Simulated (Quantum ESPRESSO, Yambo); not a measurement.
# InP (F-43m): G0W0 with and without spin-orbit coupling, part 2 of 2

Is the spin-orbit change of the gap of InP (F-43m) the same in DFT and in GW?

Quantum ESPRESSO 7.5 and Yambo 5.3.0; PBE and many-body steps on it, plane waves. Known limits of the many-body steps: not at the basis limit; no spin-orbit coupling in some runs; coarse k mesh.

So far. Step 4 (Scalar-relativistic): The gap on the mesh goes from 0.71 eV to 1.41 eV, a correction of +0.70 eV. Step 5 (Empty states on the mesh, 4×4×4 mesh, 510 bands): On this mesh the gap is 0.681 eV.

The database entry behind the starting cell differs from later determinations by our own check (0.1 to 0.3 % short, probably kX units), so it need not match the best structure at ambient conditions.

### 6. Conversion and set-up

This step: Yambo 5.3.0; conversion and set-up on PBE with spin-orbit coupling, plane waves, norm-conserving pseudopotentials.

Started as:

```
$ (cd o/x.save; p2y > p2y.log; mv SAVE ../..); yambo > setup.log
```

The program printed:

```text
 Yambo, version 5.3.0

 [02] CORE Variables Setup
 =========================

  [02.01] Unit cells
  ==================

  Cell kind             :  FCC
  Atoms in the cell     :  In  P
  number of In atoms    :  1
  number of P  atoms    :  1

  List of atomic masses
  Mass of In    :  114.8200
  Mass of P     :  30.97400

  List of atomic coordinates    : [cc]
  In1       :  0.000000  0.000000  0.000000  order 1
  P1       :  2.768921  2.768921  2.768921  order 2

  Alat factors          :  5.537842  5.537842  5.537842 [a.u.]
  Direct lattice volume :  339.6658 [a.u.]
[...]
==========================================

 IBZ Q-points                                      :   8
 BZ  Q-points                                      :   64

 K/Q-points units:
 rlu = crystal or reduced units; cc = cartesian coordinates; iku = interal k-units

 Q [1]          [rlu]:  0.000000  0.000000  0.000000
 Q [2]          [rlu]:  0.54193E-16  0.26437E-16  0.25000
 Q [3]          [rlu]: -0.10839E-15 -0.52875E-16 -0.50000
[...]
Q [7]          [rlu]: -0.17475E-18 -0.50000     -0.50000
 Q [8]          [rlu]:  0.250000 -0.500000 -0.250000

  [03.01] X indexes
  =================

   [03.01.01] Sigma indexes
   ========================

 [06] Game Over & Game summary
```

Elapsed: 3.4 s, on 1 MPI rank of Arm Neoverse V1, shared host; peak memory 0.25 GiB.

### 7. With spin-orbit coupling

This step: G0W0 on PBE with spin-orbit coupling, plane waves, norm-conserving pseudopotentials.

The input, gw4.in:

```
HF_and_locXC
gw0
dyson
ppa
em1d
rim_cut
RandQpts= 1000000
RandGvec= 1 RL
EXXRLvcs= 80 Ry
VXCRLvcs= 320 Ry
Chimod= "HARTREE"
% BndsRnXp
 1 | 510 |
%
NGsBlkXp= 17 Ry
% LongDrXp
 1 | 1 | 1 |
%
% GbndRnge
 1 | 510 |
%
DysSolver= "n"
ExtendOut
PPAPntXp= 27.21138 eV
% QPkrange
 1 | 1 | 23 | 30 |
%
```

Started as:

```
$ OMP_NUM_THREADS=1 mpirun -n 4 yambo -F gw4.in -J gw4 -C gw4 > gw4.log
```

The program printed:

```text
 Yambo, version 5.3.0

 [02] CORE Variables Setup
 =========================

  [... cell, symmetries and grids as in the set-up ...]

  [02.05] Energies & Occupations
  ==============================

  [X] === General ===
  [X] Electronic Temperature                        :  0.000000  0.000000 [eV K]
  [X] Bosonic    Temperature                        :  0.000000  0.000000 [eV K]
  [X] Finite Temperature mode                       : no
  [X] El. density                                   :  0.51656E+24 [cm-3]
  [X] Fermi Level                                   :  8.349752 [eV]

  [X] === Gaps and Widths ===
  [X] Conduction Band Min                           :  0.680775 [eV]
  [X] Valence Band Max                              :  0.000000 [eV]
  [X] Filled Bands                                  :  26
  [X] Empty Bands                                   :    27   510
  [X] Direct Gap                                    :  0.680775 [eV]
  [X] Direct Gap localized at k                     :  1
  [X] Indirect Gap                                  :  0.680775 [eV]
  [X] Indirect Gap between kpts                     :  1  1
  [X] Last valence band width                       :  2.878446 [eV]
  [X] 1st conduction band width                     :  3.579530 [eV]

 [03] Transferred momenta grid and indexing
 ==========================================

 IBZ Q-points                                      :   8
 BZ  Q-points                                      :   64

 K/Q-points units:
 rlu = crystal or reduced units; cc = cartesian coordinates; iku = interal k-units

 Q [1]          [rlu]:  0.000000  0.000000  0.000000
 Q [2]          [rlu]:  0.54193E-16  0.26437E-16  0.25000
 Q [3]          [rlu]: -0.10839E-15 -0.52875E-16 -0.50000
[...]
QP @ state[ 1 ] K range:  1  1
 QP @ state[ 1 ] b range:  23  30

 [xc] Functional : Perdew, Burke & Ernzerhof(X)+Perdew, Burke & Ernzerhof(C)
 [xc] LIBXC used to calculate xc functional
  PP Number of Atomic Species                      :  2
  NLCC RL compoments                               :   32743
  PP Number of Atomic Species                      :  2
  NLCC RL compoments                               :   32743

 [xc] E_xc :  -18.18263 [Ha]
      E_xc :  -36.36526 [Ry]

  Local XC kind (lXC) : Perdew, Burke & Ernzerhof(X)+Perdew, Burke & Ernzerhof(C)
  Non-Local XC kind (nlXC) : Hartree-Fock

  Corrections @ K [1] :  [eV]
 <23|nlXC|23> = -14.66091 -0.42006E-17 <23|lXC|23> = -12.89759 -0.82611E-16
 <24|nlXC|24> = -14.66087 -0.13187E-17 <24|lXC|24> = -12.89759  0.18882E-15
 <25|nlXC|25> = -14.66089  0.53286E-17 <25|lXC|25> = -12.89759  0.47196E-16
[...]
<29|nlXC|29> = -6.483697  0.17694E-17 <29|lXC|29> = -10.86572 -0.23603E-16
 <30|nlXC|30> = -6.483697 -0.33972E-17 <30|lXC|30> = -10.86572  0.32173E-19

 [08] Dyson equation: Newton solver
 ==================================

  [08.01] G0W0 (W PPA)
  ====================

  [  GW  ] Bands range     :     1   510
  [GW/PPA] G damping       :  0.100000 [eV]

  QP @ state[ 1 ] K range:  1  1
  QP @ state[ 1 ] b range:  23  30

   Sc/G bands                                       :     1   510
   Sc/G damping                                     :  0.100000 ev
   Sc bands terminator                              : no
   Sx RL components                                 :   4279

   QP @ state[ 1 ] K range                          :  1  1
   QP @ state[ 1 ] b range                          :  23  30
   GF energies kind                                 : Perdew, Burke & Ernzerhof(X)+Perdew, Burke & Ernzerhof(C)
   GF WF`s kind                                     : Perdew, Burke & Ernzerhof(X)+Perdew, Burke & Ernzerhof(C)
   Xs energies kind                                 : Perdew, Burke & Ernzerhof(X)+Perdew, Burke & Ernzerhof(C)
   Xs WF`s kind                                     : Perdew, Burke & Ernzerhof(X)+Perdew, Burke & Ernzerhof(C)

 [11] Game Over & Game summary
```

The job ended after 30 min (4 MPI ranks; peak memory 4.7 GiB; 2 h of CPU time).

Numbers from this step:

```
G0W0 gap on the points computed              : 1.379 eV
starting gap on the mesh                     : 0.6808 eV
k of the valence top                         : 0, 0, 0
k of the conduction bottom                   : 0, 0, 0
least direct G0W0 gap on the computed points : 1.379 eV
Z at the valence top                         : 0.7805
Z at the conduction bottom                   : 0.7939
```

Against G0W0 in Yambo (4×4×4 mesh, 255 bands, screening to 231.3 eV, Godby-Needs plasmon pole), the gap moves by −0.030 eV.

### 8. Side by side

Times are wall times on 4 MPI ranks of Arm Neoverse V1, shared host, good to a factor of about two.

```csv
run,mesh,bands,screening cutoff (eV),DFT gap (eV),gap on the mesh (eV),direct (eV),time
scalar-relativistic,4×4×4,255,231.3,0.708,1.409,1.409,6.7 min
with spin-orbit coupling,4×4×4,510,231.3,0.681,1.379,1.379,30 min
```

### 9. Outcome

| Item | Value |
| --- | --- |
| scalar-relativistic | 1.409 eV |
| with spin-orbit coupling | 1.379 eV |
| known limits | not at the basis limit; no spin-orbit coupling in some runs; coarse k mesh |

What this shows: With spin-orbit coupling: −0.030 eV against scalar-relativistic, −0.027 eV of it in the start. Bands and cutoff are finite, so the gap is not at the basis limit. The miss can reach some tenths of an eV and take either sign; the mesh is an error of its own. In the G0W0 runs levels were corrected at 1 k point alone, so a gap called «on the mesh» is the least over those, and an edge elsewhere would be missed. The 4×4×4 mesh is coarse for this cell, which bears on the long-range parts of exchange and screening.

[Paths, hosts, dates, memory and timing lines, banners, echoed tables and standing remarks are left out of the program output.]

[Logs are printed without paths, hosts, clocks, repeated set-up lines and the standing remarks that a program may print on its own settings, such as how far it seeks lower states.]

[Runs of the session that timed out or met a known fault of the program may be left out.]

[Hosts, paths, dates, database ids (printed as entryN), source tags and the programs' standing remarks are cut or masked in the printed files.]
